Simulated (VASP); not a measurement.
# Cu in VASP: a series of runs

The runs below take Cu through single point, with PBE+D3(BJ), optB86b-vdW, rev-vdW-DF2.

Everything below comes from runs of VASP 6.6.1. Logs are shortened: lines on timing, memory, paths and dates and some standing lists are left out, and cuts for length are marked.

### Step 1. The slab as given

The cell holds a slab with vacuum, 16 atoms: a = 5.105 Å, b = 5.105 Å, c = 22.753 Å, α = 90.00°, β = 90.00°, γ = 60.00°.

The cell was built by a generator and needn't be a form met in nature.

### Step 2. Single point, PBE+D3(BJ)

The input, INCAR:

```
PREC = Accurate
ENCUT = 400
EDIFF = 1E-6
ISMEAR = 1
SIGMA = 0.1
LREAL = Auto
LASPH = True
NELM = 80
ALGO = Fast
ISIF = 2
LWAVE = False
LCHARG = False
GGA = PE
IVDW = 12
NBANDS = 102
ISYM = 0
KPAR = 4
```

The input, KPOINTS:

```
Automatic mesh
0
Gamma
  6 6 1
```

The input, POSCAR:

```
Cu
1.0
    5.1053109602      0.0000000000      0.0000000000
    2.5526554801      4.4213289857      0.0000000000
    0.0000000000      0.0000000000     22.7527034153
Cu
16
Direct
    0.0000000000      0.0000000000      0.1099000000
    0.5000000000      0.0000000000      0.1099000000
    0.0000000000      0.5000000000      0.1099000000
    0.5000000000      0.5000000000      0.1099000000
    0.1667000000      0.1667000000      0.2015000000
    0.6667000000      0.1667000000      0.2015000000
    0.1667000000      0.6667000000      0.2015000000
    0.6667000000      0.6667000000      0.2015000000
    0.8336000000      0.3332000000      0.2904000000
    0.3331000000      0.3335000000      0.2904000000
    0.8331000000      0.8336000000      0.2904000000
    0.3332000000      0.8332000000      0.2904000000
    0.0000000000      0.0002000000      0.3800000000
    0.4998000000      0.9999000000      0.3800000000
    0.9995000000      0.5005000000      0.3800000000
    0.4999000000      0.4998000000      0.3800000000
```

Potentials or basis: VASP PAW PBE potentials, release 64 (Cu).

Command:

```sh
$ cat potpaw_PBE.64/Cu/POTCAR > POTCAR
$ mpirun -np 4 vasp_std > vasp.out
```

OUTCAR:

```text
PREC = Accurate
   ENCUT = 400
   EDIFF = 1E-6
   ISMEAR = 1
   LREAL = Auto
   LASPH = True
   NELM = 80
   ISIF = 2
   GGA = PE
   IVDW = 12
   ISYM = 0
 IVDW          = 12

 ion  position               nearest neighbor table
   1  0.000  0.000  0.110-   7 2.55   6 2.55   3 2.55   3 2.55   4 2.55   4 2.55   2 2.55   2 2.55
                             5 2.55
   2  0.500  0.000  0.110-   8 2.55   5 2.55   4 2.55   3 2.55   4 2.55   3 2.55   1 2.55   1 2.55
                             6 2.55
   3  0.000  0.500  0.110-   5 2.55   8 2.55   1 2.55   1 2.55   2 2.55   2 2.55   4 2.55   4 2.55
                             7 2.55
   4  0.500  0.500  0.110-   6 2.55   7 2.55   2 2.55   1 2.55   2 2.55   1 2.55   3 2.55   3 2.55
                             8 2.55
   5  0.167  0.167  0.202-   9 2.50  10 2.50  12 2.50   3 2.55   2 2.55   7 2.55   7 2.55   8 2.55
                             8 2.55   6 2.55   6 2.55   1 2.55
   6  0.667  0.167  0.202-  11 2.50   9 2.50  10 2.50   4 2.55   1 2.55   8 2.55   7 2.55   8 2.55
                             7 2.55   5 2.55   5 2.55   2 2.55
   7  0.167  0.667  0.202-  12 2.50  10 2.50  11 2.50   1 2.55   4 2.55   5 2.55   5 2.55   6 2.55
                             6 2.55   8 2.55   8 2.55   3 2.55
   8  0.667  0.667  0.202-  11 2.50   9 2.50  12 2.50   2 2.55   3 2.55   6 2.55   5 2.55   6 2.55
                             5 2.55   7 2.55   7 2.55   4 2.55
   9  0.834  0.333  0.290-   5 2.50   6 2.50   8 2.50  13 2.51  15 2.52  16 2.52  10 2.55  12 2.55
                            11 2.55  11 2.55  12 2.55  10 2.55
  10  0.333  0.334  0.290-   7 2.50   5 2.50   6 2.50  16 2.51  14 2.52  15 2.52   9 2.55  12 2.55
                            11 2.55  11 2.55  12 2.55   9 2.55
  11  0.833  0.834  0.290-   6 2.50   8 2.50   7 2.50  15 2.51  14 2.52  13 2.52   9 2.55  12 2.55
                            10 2.55  10 2.55  12 2.55   9 2.55
  12  0.333  0.833  0.290-   7 2.50   5 2.50   8 2.50  13 2.52  14 2.52  16 2.52  10 2.55   9 2.55
                            11 2.55  11 2.55   9 2.55  10 2.55
  13  0.000  0.000  0.380-   9 2.51  12 2.52  11 2.52  14 2.55  16 2.55  15 2.55  15 2.55  16 2.55
                            14 2.55
  14  0.500  1.000  0.380-  12 2.52  11 2.52  10 2.52  15 2.55  13 2.55  16 2.55  16 2.55  13 2.55
                            15 2.55
  15  0.999  0.501  0.380-  11 2.51   9 2.52  10 2.52  14 2.55  13 2.55  16 2.55  13 2.55  16 2.55
                            14 2.55
  16  0.500  0.500  0.380-  10 2.51  12 2.52   9 2.52  13 2.55  14 2.55  15 2.55  14 2.55  15 2.55
                            13 2.55

IMPORTANT INFORMATION: All symmetrisations will be switched off!
NOSYMM: (Re-)initialisation of all symmetry stuff for point group C_1.

----------------------------------------------------------------------------------------

                                     Primitive cell

  volume of cell :     513.5799

  direct lattice vectors                    reciprocal lattice vectors
     5.105310960  0.000000000  0.000000000     0.195874455 -0.113088169  0.000000000
     2.552655480  4.421328986  0.000000000     0.000000000  0.226176338  0.000000000
     0.000000000  0.000000000 22.752703415     0.000000000  0.000000000  0.043950821

  length of vectors
     5.105310960  5.105310960 22.752703415     0.226176338  0.226176338  0.043950821

  position of ions in fractional coordinates (direct lattice)
     0.000000000  0.000000000  0.109900000
     0.500000000  0.000000000  0.109900000
     0.000000000  0.500000000  0.109900000
     0.500000000  0.500000000  0.109900000
     0.166700000  0.166700000  0.201500000
     0.666700000  0.166700000  0.201500000
[... 8 lines left out ...]
     0.999500000  0.500500000  0.380000000
     0.499900000  0.499800000  0.380000000

  ion indices of the primitive-cell ions
   primitive index   ion index
                 1           1
                 2           2
                 3           3
                 4           4
                 5           5
                 6           6
[... 8 lines left out ...]
                15          15
                16          16

----------------------------------------------------------------------------------------

 KPOINTS: Automatic mesh

Automatic generation of k-mesh.
 Grid dimensions read from file:
 generate k-points for:    6    6    1

 Generating k-lattice:

  Cartesian coordinates                     Fractional coordinates (reciprocal lattice)
     0.032645742 -0.018848028  0.000000000     0.166666667 -0.000000000  0.000000000
     0.000000000  0.037696056  0.000000000     0.000000000  0.166666667  0.000000000
     0.000000000  0.000000000  0.043950821     0.000000000  0.000000000  1.000000000

  Length of vectors
     0.037696056  0.037696056  0.043950821

  Shift w.r.t. Gamma in fractional coordinates (k-lattice)
     0.000000000  0.000000000  0.000000000

 Subroutine IBZKPT returns following result:
 ===========================================

 Found     20 irreducible k-points:

 Following reciprocal coordinates:
            Coordinates               Weight
  0.000000  0.000000  0.000000      1.000000
  0.166667  0.000000  0.000000      2.000000
  0.166667  0.166667  0.000000      2.000000
  0.000000  0.166667  0.000000      2.000000
  0.333333 -0.000000  0.000000      2.000000
  0.333333  0.333333  0.000000      2.000000
[... 12 lines left out ...]
  0.500000 -0.333333  0.000000      2.000000
 -0.333333  0.333333  0.000000      2.000000
   k-points           NKPTS =     20   k-points in BZ     NKDIM =     20   number of bands    NBANDS=    102
   number of dos      NEDOS =    301   number of ions     NIONS =     16
   total plane-waves  NPLWV = 194400
   dimension x,y,z NGX =    36 NGY =   36 NGZ =  150
   dimension x,y,z NGXF=    72 NGYF=   72 NGZF=  300
   ions per type =              16
   NGX,Y,Z   is equivalent  to a cutoff of  11.72, 11.72, 10.96 a.u.
   NGXF,Y,Z  is equivalent  to a cutoff of  23.45, 23.45, 21.92 a.u.
 SYSTEM =  unknown system
   PREC   = accura    normal or accurate (medium, high low for compatibility)
   ISTART =      0    job   : 0-new  1-cont  2-samecut
   ICHARG =      2    charge: 1-file 2-atom 10-const
   ISPIN  =      1    spin polarized calculation?
   LNONCOLLINEAR =      F non collinear calculations
   LSORBIT =      F    spin-orbit coupling
   LASPH  =      T    aspherical Exc in radial PAW
   ENCUT  =  400.0 eV  29.40 Ry    5.42 a.u.   8.33  8.33 37.10*2*pi/ulx,y,z
   NELM   =     80;   NELMIN=  2; NELMDL= -5     # of ELM steps
   EDIFF  = 0.1E-05   stopping-criterion for ELM
   LREAL  =      T    real-space projection
   EDIFFG = 0.1E-04   stopping-criterion for IOM
   NSW    =      0    number of steps for IOM
   IBRION =     -1    ionic relax: 0-MD 1-quasi-New 2-CG
   NFREE  =      0    steps in history (QN), initial steepest desc. (CG)
   ISIF   =      2    stress and relaxation
   ISYM   =      0    0-nonsym 1-usesym 2-fastsym
   POTIM  = 0.5000    time-step for ionic-motion
   TEBEG  =    0.0;   TEEND  =   0.0 temperature during run
   PSTRESS=    0.0 pullay stress
   NELECT =     176.0000    total number of electrons
   NUPDOWN=      -1.0000    fix difference up-down
   EMIN   =  10.00;   EMAX   =-10.00  energy-range for DOS
   EFERMI =   0.00;   METHOD = LEGACY
   ISMEAR =     1;   SIGMA  =   0.10  broadening in eV -4-tet -1-fermi 0-gaus
   EFERMI_NEDOS =   21; number of points for ismear=-14 and -15
   IALGO  =     68    algorithm
   IMIX   =      4    mixing-type and parameters
     AMIX     =   0.40;   BMIX     =  1.00
     AMIX_MAG =   1.60;   BMIX_MAG =  1.00
  volume/ion in A,a.u.               =      32.10       216.61
  Fermi-wavevector in a.u.,A,eV,Ry     =   1.145626  2.164920 17.857103  1.312460
  Thomas-Fermi vector in A             =   2.282314
   LORBIT       =      0    0 simple, 1 ext, 2 COOP (PROOUT), +10 PAW based schemes
   GGA     = PE    functional components
   LHFCALC =     F    Hartree Fock is set to
   AEXX    =    0.0000 exact exchange contribution
   IVDW    =    12    specifies the selected vdW correction
   LEPSILON=     F    determine dielectric tensor
   LRPA    =     F    only Hartree local field effects (RPA)
 non-spin polarized calculation
 RMM-DIIS sequential band-by-band and
 Methfessel and Paxton  Order N= 1 SIGMA  =   0.10
  energy-cutoff  :      400.00
  volume of cell :      513.58
 maximum number of plane-waves:      9373
 NGX is ok and might be reduce to    36
   NGX = 17   NGY = 17   NGZ = 75

 number of electron     176.0000229 magnetization

 Free energy of the ion-electron system (eV)
  ---------------------------------------------------
  ext. energy  EPLUGINS =         0.00000000
  ---------------------------------------------------
  free energy    TOTEN  =       -55.98948028 eV

  energy without entropy =      -55.98958979  energy(sigma->0) =      -55.98951678

 E-fermi :  -0.2280     XC(G=0):  -5.4506

 val. band max:       -0.2663895137   @ k =   0.5000   0.5000   0.0000
 cond. band min:      -0.1520907333   @ k =   0.3333  -0.0000   0.0000
 fundamental gap:      0.1142987804
 Fermi energy:        -0.2279536896

 k-point     1 :       0.0000    0.0000    0.0000
  band No.  band energies     occupation
      1      -9.1431      2.00000
      2      -7.7931      2.00000
      3      -6.1238      2.00000
      4      -5.2914      2.00000
      5      -5.0490      2.00000
      6      -5.0489      2.00000
[... 92 lines left out ...]
     99       4.2305      0.00000
    100       4.2319      0.00000

 k-point     2 :       0.1667    0.0000    0.0000
  band No.  band energies     occupation
      1      -8.9210      2.00000
      2      -7.5807      2.00000
      3      -5.9292      2.00000
      4      -5.2743      2.00000
      5      -5.1401      2.00000
      6      -4.9980      2.00000
[... 1843 lines left out ...]
     99       5.1259      0.00000
    100       5.1878      0.00000

 k-point    20 :      -0.3333    0.3333    0.0000
  band No.  band energies     occupation
      1      -6.7032      2.00000
      2      -6.7023      2.00000
      3      -6.7017      2.00000
      4      -5.6225      2.00000
      5      -5.6223      2.00000
      6      -5.6218      2.00000
[... 92 lines left out ...]
     99       4.3109      0.00000
    100       4.3357      0.00000
 [bands above 100 left out]

------------------------ aborting loop because EDIFF is reached ----------------------------------------

 Edisp (eV)   -6.97006

 E8    (eV) :    -3.1055

  FORCE on cell =-STRESS in cart. coord.  units (eV):
  Direction    XX          YY          ZZ          XY          YZ          ZX
  --------------------------------------------------------------------------------------
  -------------------------------------------------------------------------------------
  Total      -7.97743    -7.97468    -2.18632     0.00354    -0.00323     0.00649
  in kB     -24.88659   -24.87804    -6.82050     0.01104    -0.01008     0.02024
  external pressure =      -18.86 kB  Pullay stress =        0.00 kB

 VOLUME and BASIS-vectors are now :
 -----------------------------------------------------------------------------
  energy-cutoff  :      400.00
  volume of cell :      513.58
      direct lattice vectors                 reciprocal lattice vectors
     5.105310960  0.000000000  0.000000000     0.195874455 -0.113088169  0.000000000
     2.552655480  4.421328986  0.000000000     0.000000000  0.226176338  0.000000000
     0.000000000  0.000000000 22.752703415     0.000000000  0.000000000  0.043950821

 POSITION                                       TOTAL-FORCE (eV/Angst)
 -----------------------------------------------------------------------------------
      0.00000      0.00000      2.50052         0.000219      0.000147      0.166301
      2.55266      0.00000      2.50052         0.000266      0.000176      0.166516
      1.27633      2.21066      2.50052         0.000260      0.000046      0.166401
      3.82898      2.21066      2.50052         0.000120      0.000158      0.166515
      1.27658      0.73704      4.58467         0.000006     -0.001226     -0.182590
      3.82924      0.73704      4.58467        -0.001032      0.001103     -0.181046
[... 8 lines left out ...]
      6.38036      2.21288      8.64603         0.005122     -0.008489      0.013430
      3.82796      2.20978      8.64603         0.000085      0.003328      0.012017
 -----------------------------------------------------------------------------------
    total drift:                               -0.000440     -0.000375      0.001746

  FREE ENERGIE OF THE ION-ELECTRON SYSTEM (eV)
  ---------------------------------------------------
  free  energy   TOTEN  =       -62.9595446700 eV

  energy  without entropy=      -62.9596541773  energy(sigma->0) =      -62.95958117
```

Run time: 7.1 min. Hardware: 4 MPI ranks of AMD EPYC 9R14 (Zen 4), shared host; peak memory 0.7 GiB.

What came out:

```yaml
Free_energy: -62.9595 eV
Largest_force: 0.183 eV/Å
Band_gap_on_the_k_mesh: none (metal or under the smearing width)
Dispersion_energy_per_atom: -0.436 eV
```

Forces in eV/Å, atoms in the order of the input:
```
Cu   0.000  0.000  0.166
Cu   0.000  0.000  0.167
Cu   0.000  0.000  0.166
Cu   0.000  0.000  0.167
Cu   0.000 -0.001 -0.183
Cu  -0.001  0.001 -0.181
Cu  -0.002  0.000 -0.183
Cu  -0.001  0.000 -0.180
Cu  -0.008  0.007  0.002
Cu   0.004 -0.004  0.004
Cu  -0.002 -0.003  0.002
Cu   0.008  0.001  0.002
Cu  -0.005 -0.002  0.014
Cu   0.002  0.007  0.012
Cu   0.005 -0.008  0.013
Cu   0.000  0.003  0.012
```

Levels at points of the mesh, in eV from the Fermi level:
```csv
k point,band 86,band 87,band 88,band 89,band 90,band 91
"(0.00, 0.00, 0.00)",-0.14,-0.14,-0.08,0.87,0.87,0.87
"(0.50, 0.00, 0.00)",-0.96,-0.04,-0.04,0.60,0.60,1.01
"(0.50, 0.50, 0.00)",-0.96,-0.04,-0.04,0.60,0.60,1.01
"(0.00, 0.50, 0.00)",-0.96,-0.04,-0.04,0.60,0.60,1.01
```

### Step 3. Single point, optB86b-vdW

Changes to INCAR since step 2:

```diff
@@ -12,4 +12,7 @@
 LCHARG = False
-GGA = PE
-IVDW = 12
+GGA = MK
+LUSE_VDW = True
+AGGAC = 0.0
+PARAM1 = 0.1234
+PARAM2 = 1.0
 NBANDS = 102
```

KPOINTS is that of step 2.

POSCAR is that of step 2.

Potentials or basis: VASP PAW PBE potentials, release 64 (Cu).

Command:

```sh
$ cat potpaw_PBE.64/Cu/POTCAR > POTCAR
$ mpirun -np 4 vasp_std > vasp.out
```

Run time: 13 min. Hardware: 4 MPI ranks of AMD EPYC 9R14 (Zen 4), shared host; peak memory 1.6 GiB.

It converged, with:

* Free energy: -10.2759 eV
* Largest force: 0.232 eV/Å
* Band gap on the k mesh: none (metal or under the smearing width)

Forces in eV/Å, atoms in the order of the input:
```
Cu   0.000  0.000  0.133
Cu   0.000  0.000  0.133
Cu   0.000  0.000  0.133
Cu   0.000  0.000  0.133
Cu   0.000 -0.001 -0.232
Cu  -0.001  0.001 -0.230
Cu  -0.002  0.000 -0.232
Cu  -0.001  0.000 -0.229
Cu  -0.008  0.007  0.059
Cu   0.003 -0.004  0.061
Cu  -0.002 -0.003  0.059
Cu   0.007  0.001  0.059
Cu  -0.005 -0.002  0.040
Cu   0.002  0.006  0.038
Cu   0.005 -0.008  0.039
Cu   0.000  0.003  0.038
```

Levels at points of the mesh, in eV from the Fermi level:
| k point | band 84 | band 85 | band 86 | band 87 | band 88 | band 89 | band 90 | band 91 | band 92 | band 93 |
| --- | --- | --- | --- | --- | --- | --- | --- | --- | --- | --- |
| (0.00, 0.00, 0.00) | -1.12 | -0.11 | -0.11 | -0.11 | -0.07 | 0.90 | 0.90 | 0.90 | 1.46 | 1.46 |
| (0.50, 0.00, 0.00) | -1.41 | -0.97 | -0.97 | -0.04 | -0.04 | 0.60 | 0.61 | 1.00 | 1.00 | 2.06 |
| (0.50, 0.50, 0.00) | -1.41 | -0.97 | -0.97 | -0.04 | -0.04 | 0.60 | 0.61 | 1.00 | 1.00 | 2.06 |
| (0.00, 0.50, 0.00) | -1.41 | -0.97 | -0.97 | -0.04 | -0.04 | 0.60 | 0.60 | 1.00 | 1.00 | 2.07 |

Caveat: the PAW data sets were made with another functional, which shifts forces and pressure a little.

### Step 4. Single point, rev-vdW-DF2

Changes to INCAR since step 3:

```diff
@@ -16,3 +16,4 @@
 PARAM1 = 0.1234
-PARAM2 = 1.0
+PARAM2 = 0.711357
+ZAB_VDW = -1.8867
 NBANDS = 102
```

KPOINTS is that of step 3.

POSCAR is that of step 3.

Command:

```sh
$ cat potpaw_PBE.64/Cu/POTCAR > POTCAR
$ mpirun -np 4 vasp_std > vasp.out
```

Run time: 11 min. Hardware: 4 MPI ranks of AMD EPYC 9R14 (Zen 4), shared host; peak memory 1.6 GiB.

The run converged. Its results:

```yaml
Free_energy: -15.0543 eV
Largest_force: 0.229 eV/Å
Band_gap_on_the_k_mesh: none (metal or under the smearing width)
```

Forces on the atoms (eV/Å):
```
Cu   0.000  0.000  0.108
Cu   0.000  0.000  0.108
Cu   0.000  0.000  0.108
Cu   0.000  0.000  0.108
Cu   0.000 -0.001 -0.229
Cu  -0.001  0.001 -0.228
Cu  -0.002  0.000 -0.229
Cu  -0.001  0.000 -0.227
Cu  -0.008  0.007  0.056
Cu   0.003 -0.004  0.058
Cu  -0.002 -0.003  0.056
Cu   0.007  0.000  0.056
Cu  -0.005 -0.002  0.065
Cu   0.002  0.006  0.063
Cu   0.005 -0.008  0.064
Cu   0.000  0.003  0.063
```

Levels at points of the mesh, in eV from the Fermi level:
```tsv
k point	band 84	band 85	band 86	band 87	band 88	band 89	band 90	band 91	band 92	band 93
(0.00, 0.00, 0.00)	-1.12	-0.10	-0.10	-0.10	-0.07	0.90	0.90	0.90	1.46	1.46
(0.50, 0.00, 0.00)	-1.42	-0.97	-0.97	-0.05	-0.05	0.61	0.61	1.00	1.00	2.07
(0.50, 0.50, 0.00)	-1.42	-0.97	-0.97	-0.05	-0.04	0.61	0.61	1.00	1.00	2.07
(0.00, 0.50, 0.00)	-1.42	-0.97	-0.97	-0.05	-0.04	0.61	0.61	1.00	1.00	2.07
```

Caveat: the PAW data sets were made with another functional, which shifts forces and pressure a little.

### Step 5. Overview

| level | gap on the mesh (eV) | largest force (eV/Å) |
| --- | --- | --- |
| PBE+D3(BJ) | none | 0.18 |
| optB86b-vdW | none | 0.23 |
| rev-vdW-DF2 | none | 0.23 |

Alike in all rows: task single point; potentials or basis VASP PAW PBE potentials, release 64 (Cu); no spin polarisation; cell as given; k mesh 6 × 6 × 1; cutoff (eV) 400; smearing methfessel-paxton 0.1 eV.

Every run on the cell as given and a fine mesh finds a metal.

Caveats: the PAW data sets were made with another functional, which shifts forces and pressure a little (some runs).

Total energies depend on the potentials used, so only differences within one code and one set of settings carry meaning.
